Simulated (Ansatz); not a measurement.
# From three elastic constants to directional properties of GaP

All numbers below come from Ansatz, DFT PBEsol, scalar-relativistic, plane waves, PAW. Cutoff 420 eV, 8×8×8 k-points (Γ-centred), fixed occupations. No spin polarisation.

Relaxed structure:
```cif
data_structure
_symmetry_space_group_name_H-M 'P 1'
_symmetry_Int_Tables_number 1
_cell_length_a 3.8456
_cell_length_b 3.8456
_cell_length_c 3.8456
_cell_angle_alpha 60.000
_cell_angle_beta 60.000
_cell_angle_gamma 60.000
_cell_volume 40.21
loop_
_atom_site_label
_atom_site_type_symbol
_atom_site_fract_x
_atom_site_fract_y
_atom_site_fract_z
_atom_site_occupancy
Ga1 Ga 0.00000 0.00000 0.00000 1
P1 P 0.25000 0.25000 0.25000 1
```

With ions relaxed, on the cubic axes: C11 = 134.8, C12 = 60.2, C44 = 67.4 GPa. The density is 4.158 g/cm³.

Question: Is the crystal stable against strain, and how anisotropic is it?

Answer: Born's conditions hold: C11 + 2C12 = 255.2, C11 − C12 = 74.6 and C44 = 67.4 GPa are all positive. B = (C11 + 2C12)/3 = 85.1 GPa. The two shear moduli are C44 and C′ = (C11 − C12)/2 = 37.3 GPa, so Zener's ratio is A = C44/C′ = 1.81: the tetragonal shear C′ is the soft one, as in many fcc and bcc metals and zincblende crystals. The Cauchy pressure C12 − C44 is -7.2 GPa; it would vanish for pair forces between atoms on inversion centres at zero pressure, and a negative value is usual with directional bonding, though many-body forces give one in some ionic oxides too.

Question: Give the sound speeds along the three symmetry directions.

Answer: The Christoffel equation gives ρv² for each branch:
```
direction branch                    ρv²    GPa v (m/s)
    [100]              L                    C11  134.8     5694
    [100]         T (×2) C44   67.4     4027
    [110]              L   (C11 + C12 + 2C44)/2  164.9     6298
    [110]   T, u ∥ [001]                    C44   67.4     4027
    [110]  T, u ∥ [1-10]          (C11 − C12)/2   37.3     2996
    [111]              L  (C11 + 2C12 + 4C44)/3  175.0     6487
    [111]         T (×2) (C11 − C12 + C44)/3   47.4     3375
```

In a piezoelectric crystal some branches stiffen further, which is left out.

Question: How does Young's modulus depend on direction?

Answer: Inverting gives S11 = 10.239, S12 = -3.160, S44 = 14.830 TPa⁻¹. Along a unit vector (l, m, n), 1/E = S11 − 2(S11 − S12 − S44/2)(l²m² + m²n² + n²l²), where the last bracket is 0, 1/4 and 1/3 for [100], [110] and [111]: E = 98, 138 and 160 GPa. With A > 1 the body diagonal is stiffest. For a film on (001), the biaxial modulus is C11 + C12 − 2C12²/C11 = 141 GPa and the normal strain is −2C12/C11 = -0.89 times the in-plane one.

The elastic anisotropy of GaP follows from its tetrahedral sp³ network, which resists bond stretching much more strongly than bond bending. A tetragonal shear leaves all four bond lengths unchanged to first order and only alters the angles between them, so C′ is just 37.3 GPa. The shear governed by C44 does change bond lengths. Part of that change is relieved as the Ga and P sublattices shift against each other, yet C44 remains clearly larger.

The same contrast explains Young's modulus. Tension along [100] meets all bonds at the same inclination and is accommodated largely by opening and closing angles, whereas tension along [111] pulls directly on one set of bonds. It also explains why the slowest sound wave is the [110] transverse branch polarised along [1-10], which samples C′ alone.

The positive elastic combinations establish stability against small homogeneous strains, but they don't exclude a phonon instability at shorter wavelengths.
